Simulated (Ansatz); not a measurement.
## Calculated Hf-177 nuclear quadrupole resonance for HfO2

Cell: a Materials Project structure (computed, not necessarily an observed phase), atoms as given.

Space group Pbca (No. 61); a = 5.1413, b = 5.2590, c = 10.0937 Å.

```csv
site,Wyckoff,site symmetry,x,y,z
Hf,8c,1,0.9593,0.3427,0.1381
O9,8c,1,0.8314,0.6671,0.0336
O11,8c,1,0.2476,0.0875,0.2237
```

One atom of each set is listed.

The numbers come from a DFT calculation in Ansatz (PBE, plane waves and PAW (field gradients read without the response of the frozen cores, which leaves them typically 4 to 6 % off), scalar-relativistic, 420 eV cutoff, Γ-centred 5×4×3 k-points, Fermi–Dirac smearing 0.02 eV).

Hf-177: I = 7/2, Q = 3365 mb (year-2017 value). Static lattice, zero field.

(1) At which frequencies do the Hf-177 NQR lines lie?

(2) And for Hf-179 (I = 9/2, Q = 3793 mb) on Hf?

Answers

(1) For I = 7/2 and η = 0 the lines are |C_Q|/14 times 1, 2 and 3; η shifts the lowest up most.

```json
{"site": "Hf", "atoms": "8", "V_zz (10²¹ V/m²)": "11.38", "C_Q (MHz)": "926", "η": "0.16", "line frequencies (MHz)": "72.3, 130.4, 197.8"}
```

(2) C_Q scales with Q to 1043 MHz, with lines at 52.9, 84.4, 129.8, 173.5 MHz.

At this cell the PBE pressure is 9 GPa, so with PBE the cell would grow if it were relaxed. The entry's cell may itself be off. Without spin–orbit coupling the gradients at and beside Hf can be off by some per cent, at some sites by more.

The run took 35 s of wall time (35 s of CPU time) and 1 GiB at its peak, on 1 thread of Intel Xeon 6975P-C (Granite Rapids) (x86_64; 16 cores open to the job, memory cap 3.0 GiB, no GPU), a shared host with a load of 0.1 a core.
